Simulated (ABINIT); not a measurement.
# GaP (F-43m) in ABINIT: a series of runs, part 2 of 2

ABINIT 10.8.3 (patched build).

### 4 Band structure, PW91

File run.abi:

```
# Datasets: ground state, then fixed potential
ndtset 2

# Pseudopotentials
pp_dirpath "./"
pseudos "Ga.GGA_PBE-JTH.xml, P.GGA_PBE-JTH.xml"

# Structure
acell 3*1.0
rprim
     0.0000000000     5.1499761211     5.1499761211
     5.1499761211     0.0000000000     5.1499761211
     5.1499761211     5.1499761211     0.0000000000
ntypat 2
znucl 31 15
natom 2
typat 1 2
xcart
     0.0000000000     0.0000000000     0.0000000000
     7.7249641817     7.7249641817     7.7249641817

# Plane-wave basis
ecut 20.0
pawecutdg 40.0

# Exchange and correlation
ixc -109134

# Bands and occupations
occopt 3
tsmear 0.05 eV

# SCF cycle
nstep 100

# Output
iomode 3
prtwf 0
prteig 0
prtebands 0
enunit 2
prtden1 1

# Dataset 1
kptopt1 1
ngkpt1 8 8 8
nshiftk1 1
shiftk1 0.0 0.0 0.0
nband1 13
tolvrs1 1.0e-9

# Dataset 2: bands along G-X-W-K-G-L-U-W-L-K
iscf2 -2
getden2 1
nband2 17
nbdbuf2 2
tolwfr2 1.0e-12
kptopt2 -9
ndivsm2 8
prteig2 1
kptbounds2
     0.0000000000     0.0000000000     0.0000000000
     0.5000000000     0.0000000000     0.5000000000
     0.5000000000     0.2500000000     0.7500000000
     0.3750000000     0.3750000000     0.7500000000
     0.0000000000     0.0000000000     0.0000000000
     0.5000000000     0.5000000000     0.5000000000
     0.6250000000     0.2500000000     0.6250000000
     0.5000000000     0.2500000000     0.7500000000
     0.5000000000     0.5000000000     0.5000000000
     0.3750000000     0.3750000000     0.7500000000
```

The run is started by

```sh
$ abinit run.abi > log 2>&1
```

Run time: 47 s. Hardware: 1 thread of Arm Neoverse V2, shared host; peak memory 0.14 GiB.

It converged, with:

- Free energy: -2336.8487 eV
- Pressure: 2.3 GPa
- Band gap on the k mesh: 1.64 eV, indirect (least direct gap 1.78 eV)
- Band gap along the path: 1.59 eV, indirect (least direct gap 1.78 eV)
- Valence electrons inside the program's atomic spheres: Ga 11.08; P 1.59

Levels at the corners of the path, in eV from the valence-band top:
```tsv
point	band 5	band 6	band 7	band 8	band 9	band 10	band 11	band 12	band 13	band 14
Γ	-14.51	-12.49	0.00	0.00	0.00	1.78	3.90	3.90	3.90	8.78
X	-14.49	-9.53	-6.76	-2.68	-2.68	1.66	1.82	10.57	10.57	11.15
W	-14.50	-9.44	-6.56	-3.57	-3.41	4.71	4.85	6.10	6.16	11.56
K	-14.50	-9.57	-6.55	-3.93	-2.25	2.19	4.80	8.24	8.25	9.28
Γ	-14.51	-12.49	0.00	0.00	0.00	1.78	3.90	3.90	3.90	8.78
L	-14.50	-10.43	-6.63	-1.12	-1.12	1.65	4.73	4.73	8.27	10.85
U	-14.50	-9.57	-6.55	-3.93	-2.25	2.19	4.80	8.24	8.25	9.28
W	-14.50	-9.44	-6.56	-3.57	-3.41	4.71	4.85	6.10	6.16	11.56
L	-14.50	-10.43	-6.63	-1.12	-1.12	1.65	4.73	4.73	8.27	10.85
K	-14.50	-9.57	-6.55	-3.93	-2.25	2.19	4.80	8.24	8.25	9.28
```

Caveat: the PAW data sets were made with another functional, which shifts forces and pressure a little.

### 5 Equation of state, LDA

File run.abi:

```
ndtset 7
getwfk -1
scalecart1 3*0.9795861087
scalecart2 3*0.9864848297
scalecart3 3*0.9932883884
scalecart4 3*1.0000000000
scalecart5 3*1.0066227096
scalecart6 3*1.0131594038
scalecart7 3*1.0196128224

pp_dirpath "./"
pseudos "Ga.hgh, P.hgh"

acell 3.8540855109 3.8540855109 3.8540855109 Angstrom
rprim
     0.0000000000     0.7071067812     0.7071067812
     0.7071067812     0.0000000000     0.7071067812
     0.7071067812     0.7071067812     0.0000000000
ntypat 2
znucl 31 15
natom 2
typat 1 2
xred
     0.0000000000     0.0000000000     0.0000000000
     0.7500000000     0.7500000000     0.7500000000

ecut 24.0

kptopt 1
ngkpt 8 8 8
nshiftk 1
shiftk 0.0 0.0 0.0

ixc 7

nband 8
occopt 3
tsmear 0.05 eV

nstep 100
tolvrs 1.0e-10

iomode 3
prtwf 1
prtden 0
prteig 0
prtebands 0
```

Potentials or basis: HGH LDA.

The run is started by

```sh
$ abinit run.abi > log 2>&1
```

run.abo:

```text
.Version 10.8.3 of ABINIT
 DATASET    1 : space group F-4 3 m (#216); Bravais cF (face-center cubic)
================================================================================
 Values of the parameters that define the memory need for DATASET  1.
     intxc =       0    ionmov =       0      iscf =       7    lmnmax =       6
     lnmax =       6     mgfft =      32  mpssoang =       3    mqgrid =    3001
     natom =       2  nloc_mem =       1    nspden =       1   nspinor =       1
    nsppol =       1      nsym =      24    n1xccc =       0    ntypat =       2
    occopt =       3   xclevel =       1
       mpw =        1456          nfft =       32768          nkpt =          29
================================================================================
================================================================================
[... 61 lines left out ...]
 DATASET    7 : space group F-4 3 m (#216); Bravais cF (face-center cubic)
================================================================================
[... 1220 lines left out ...]
                      -0.0000000000E+00 -0.0000000000E+00 -0.0000000000E+00
            fcart5    -0.0000000000E+00 -0.0000000000E+00 -0.0000000000E+00
                      -0.0000000000E+00 -0.0000000000E+00 -0.0000000000E+00
[... 38 lines left out ...]
                       0.0000000000E+00  0.0000000000E+00  0.0000000000E+00
           xangst1     0.0000000000E+00  0.0000000000E+00  0.0000000000E+00
                       4.0044255642E+00  4.0044255642E+00  4.0044255642E+00
           xangst2     0.0000000000E+00  0.0000000000E+00  0.0000000000E+00
                       4.0326266733E+00  4.0326266733E+00  4.0326266733E+00
           xangst3     0.0000000000E+00  0.0000000000E+00  0.0000000000E+00
                       4.0604387709E+00  4.0604387709E+00  4.0604387709E+00
           xangst4     0.0000000000E+00  0.0000000000E+00  0.0000000000E+00
                       4.0878750001E+00  4.0878750001E+00  4.0878750001E+00
           xangst5     0.0000000000E+00  0.0000000000E+00  0.0000000000E+00
                       4.1149478091E+00  4.1149478091E+00  4.1149478091E+00
           xangst6     0.0000000000E+00  0.0000000000E+00  0.0000000000E+00
                       4.1416689979E+00  4.1416689979E+00  4.1416689979E+00
           xangst7     0.0000000000E+00  0.0000000000E+00  0.0000000000E+00
                       4.1680497665E+00  4.1680497665E+00  4.1680497665E+00
             xred      0.0000000000E+00  0.0000000000E+00  0.0000000000E+00
                       7.5000000000E-01  7.5000000000E-01  7.5000000000E-01
 Calculation completed.
```

Run time: 42 s. Hardware: 1 thread of Arm Neoverse V2, shared host; peak memory 0.1 GiB.

What came out:

* Equilibrium volume: 18.83 Å³/atom (rough: see the caveat)
* Bulk modulus: 93 GPa (rough)

Energy against volume, from the lowest point:
```csv
volume (Å³/atom),energy (meV/atom)
19.026,0.00
19.431,4.72
19.836,13.69
20.240,26.43
20.645,42.51
21.050,61.59
21.455,83.28
```

Caveat: pressures at fixed basis lie under the slope of the energies; the minimum lies outside the volumes run; HGH potentials are hard and often keep d shells in the core, so these values are rough.

### 6 Summary

| level | potentials or basis | cutoff (eV) | fine-grid cutoff | gap on the mesh (eV) | pressure (GPa) |
| --- | --- | --- | --- | --- | --- |
| WC | PseudoDojo NC SR PBEsol v0.4.1 standard | 1088 | - | 1.51 | -0.4 |
| OLYP | JTH PAW PBE v2.0 | 544 | 1088.46 eV | 1.92 | 3.6 |
| PW91 | JTH PAW PBE v2.0 | 544 | 1088.46 eV | 1.64 | 2.3 |

Alike in all rows: task band structure; no spin polarisation; cell as given; k mesh 8 × 8 × 8; smearing fermi-dirac 0.05 eV.

Caveats: the PAW data sets were made with another functional, which shifts forces and pressure a little (some runs); the potentials were made for another functional, which shifts forces and pressure (some runs).

Absolute energies hang on the potentials; compare differences alone.

### 7 How close it comes

Step 2. Measured gap of GaP: 2.34 eV (indirect; 10 K; quoted in “Stacking defects in GaP nanowires: Electronic structure and optical properties”, 2018, arxiv:1810.01194). This calculation gives 1.46 eV (-0.88 eV). Spin-orbit coupling on Ga is left out. The value is that of WC, without temperature or zero-point motion. Semilocal functionals fall short of measured gaps as a rule.

Step 3. Against the measured gap of GaP, 2.34 eV (indirect; 10 K; quoted in “Stacking defects in GaP nanowires: Electronic structure and optical properties”, 2018, arxiv:1810.01194), the calculated 1.89 eV is off by -0.45 eV. Spin-orbit coupling on Ga is left out. The value is that of OLYP, without temperature or zero-point motion.

Step 4. Against the measured gap of GaP, 2.34 eV (indirect; 10 K; quoted in “Stacking defects in GaP nanowires: Electronic structure and optical properties”, 2018, arxiv:1810.01194), the calculated 1.59 eV is off by -0.75 eV. Spin-orbit coupling on Ga is left out. The value is that of PW91, without temperature or zero-point motion. Semilocal functionals fall short of measured gaps as a rule.
